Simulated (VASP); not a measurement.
## A VASP 6.6.1 single-point calculation on GaN

INCAR

```
IBRION = -1
BMIX = 3
ISMEAR = 0
ISIF = 2
ALGO = Normal
SIGMA = 0.01
ENCUT = 520
NBANDS = 16
NELM = 84
PREC = Accurate
METAGGA = R2SCAN
LWAVE = .FALSE.
EDIFF = 1E-7
LREAL = .FALSE.
LASPH = .TRUE.
LCHARG = .FALSE.
NSW = 0
```

KPOINTS

```
KPOINTS created by Atomic Simulation Environment
0
Gamma
10 10 10
0 0 0
```

POSCAR

```
Ga N
 1.0000000000000000
     0.0000000000000000    2.1589944394999998    2.1589944394999998
     2.1589944394999998    0.0000000000000000    2.1589944394999998
     2.1589944394999998    2.1589944394999998    0.0000000000000000
 Ga  N
   1   1
Cartesian
  0.0000000000000000  0.0000000000000000  0.0000000000000000
  1.0794972197499999  1.0794972197499999  1.0794972197499999
```

The recommended PBE PAW datasets give the neutral cell 18 valence electrons.

Command

```
mpirun -np 1 vasp_std
```

OSZICAR

```
N       E                     dE             d eps       ncg     rms          rms(c)
DAV:   1     0.692305687596E+02    0.69231E+02   -0.94563E+03  1720   0.216E+03
DAV:   2    -0.213110298410E+02   -0.90542E+02   -0.84763E+02  1712   0.344E+02
DAV:   3    -0.266651774149E+02   -0.53541E+01   -0.53370E+01  1808   0.712E+01
DAV:   4    -0.267189518049E+02   -0.53774E-01   -0.53770E-01  1888   0.749E+00
DAV:   5    -0.267196441070E+02   -0.69230E-03   -0.69230E-03  1840   0.774E-01    0.773E+00
DAV:   6    -0.220911756101E+02    0.46285E+01   -0.10026E+00  2224   0.261E+01    0.453E+00
DAV:   7    -0.215815233079E+02    0.50965E+00   -0.19699E+00  2008   0.153E+01    0.181E+00
DAV:   8    -0.216387566127E+02   -0.57233E-01   -0.17385E-01  1592   0.389E+00    0.135E+00
DAV:   9    -0.216470136330E+02   -0.82570E-02   -0.31253E-02  1704   0.215E+00    0.784E-01
DAV:  10    -0.216421037943E+02    0.49098E-02   -0.83329E-03  1912   0.991E-01    0.265E-01
DAV:  11    -0.216427922854E+02   -0.68849E-03   -0.25309E-03  1752   0.764E-01    0.127E-01
DAV:  12    -0.216427199053E+02    0.72380E-04   -0.69860E-04  2136   0.835E-01    0.666E-02
DAV:  13    -0.216427440823E+02   -0.24177E-04   -0.31544E-04  1864   0.165E-01    0.424E-02
DAV:  14    -0.216427176576E+02    0.26425E-04   -0.10204E-04  1904   0.235E-01    0.600E-03
DAV:  15    -0.216427176131E+02    0.44490E-07   -0.90555E-06  1712   0.518E-02    0.126E-02
DAV:  16    -0.216427159213E+02    0.16918E-05   -0.80172E-06  1968   0.555E-02    0.143E-03
DAV:  17    -0.216427159930E+02   -0.71655E-07   -0.31776E-07  1608   0.613E-03
   1 F= -.21642716E+02 E0= -.21642716E+02  d E =-.183454-103
```

From OUTCAR

```
k-points           NKPTS =     47   k-points in BZ     NKDIM =     47   number of bands    NBANDS=     16

   NELECT =      18.0000    total number of electrons

   dimension x,y,z NGX =    24 NGY =   24 NGZ =   24
   dimension x,y,z NGXF=    48 NGYF=   48 NGZF=   48

  energy-cutoff  :      520.00
  volume of cell :       20.13
      direct lattice vectors                 reciprocal lattice vectors
     0.000000000  2.158994439  2.158994439    -0.231589295  0.231589295  0.231589295
     2.158994439  0.000000000  2.158994439     0.231589295 -0.231589295  0.231589295
     2.158994439  2.158994439  0.000000000     0.231589295  0.231589295 -0.231589295

 k-points in reciprocal lattice and weights: KPOINTS created by Atomic Simulation Env
   0.00000000  0.00000000  0.00000000       0.001
   0.10000000  0.00000000  0.00000000       0.008
   0.20000000  0.00000000  0.00000000       0.008
   0.30000000  0.00000000  0.00000000       0.008
   0.40000000  0.00000000  0.00000000       0.008
   0.50000000  0.00000000  0.00000000       0.004
   0.10000000  0.10000000  0.00000000       0.006
   0.20000000  0.10000000  0.00000000       0.024
   ...

 E-fermi :   6.6718

 k-point     1 :       0.0000    0.0000    0.0000
  band No.  band energies     occupation
      1     -11.4147      2.00000
      2      -7.4898      2.00000
      3      -7.4898      2.00000
      4      -7.4898      2.00000
      5      -6.9749      2.00000
      6      -6.9749      2.00000
      7       6.5209      2.00000
      8       6.5209      2.00000
      9       6.5209      2.00000
     10       9.4931      0.00000
     11      18.3729      0.00000
     12      18.3730      0.00000
     13      18.3730      0.00000
     14      26.8626      0.00000
     15      27.2913      0.00000
     16      27.2914      0.00000

 k-point     2 :       0.1000    0.0000    0.0000
  band No.  band energies     occupation
      1     -11.2761      2.00000
      2      -7.4694      2.00000
      3      -7.4694      2.00000
      4      -7.4563      2.00000
      5      -6.9770      2.00000
      6      -6.9770      2.00000
      7       5.4446      2.00000
      8       6.3920      2.00000
      9       6.3920      2.00000
     10      10.2764      0.00000
     11      17.8695      0.00000
     12      18.5717      0.00000
     13      18.5717      0.00000
     14      25.7679      0.00000
     15      25.7680      0.00000
     16      26.0039      0.00000

 k-point     3 :       0.2000    0.0000    0.0000
  band No.  band energies     occupation
      1     -10.9097      2.00000
      2      -7.4214      2.00000
      3      -7.4214      2.00000
      4      -7.3093      2.00000
      5      -6.9760      2.00000
      6      -6.9760      2.00000
      7       3.4142      2.00000
      8       6.0744      2.00000
      9       6.0744      2.00000
     10      11.4386      0.00000
     11      17.0509      0.00000
     12      18.8567      0.00000
     13      18.8567      0.00000
     14      24.8233      0.00000
     15      24.9373      0.00000
     16      24.9373      0.00000

 ...

  Total        4.1005751      4.1005751      4.1005751      0.0000000     -0.0000000      0.0000000
  in kB      326.4155090    326.4155090    326.4155090      0.0000000     -0.0000000      0.0000000
  external PRESSURE =     326.4155090 kB  Pullay stress =       0.0000000 kB

 POSITION                                       TOTAL-FORCE (eV/Angst)
 -----------------------------------------------------------------------------------
      0.00000      0.00000      0.00000        -0.000000     -0.000000     -0.000000
      1.07950      1.07950      1.07950         0.000000      0.000000      0.000000
 -----------------------------------------------------------------------------------
    total drift:                                0.000010      0.000010      0.000010

  FREE ENERGIE OF THE ION-ELECTRON SYSTEM (eV)
  ---------------------------------------------------
  free  energy   TOTEN  =       -21.6427159930 eV

  energy  without entropy=      -21.6427159930  energy(sigma->0) =      -21.64271599
```

It converged. Results: gap between bands v and c on the k mesh 2.97 eV; least direct gap on the k mesh 2.97 eV; pressure 32.6 GPa. Band v is the last that the valence electrons fill when counted band by band, and c is the next.

For comparison, a separate r²SCAN run of the intended cell, on usual settings and not on those above, gives a gap of 2.97 eV on its mesh and a pressure of 32.8 GPa.

The run above took about 64 s on one core of a shared host (Intel Xeon Platinum 8488C) and held 0.15 GiB at most.
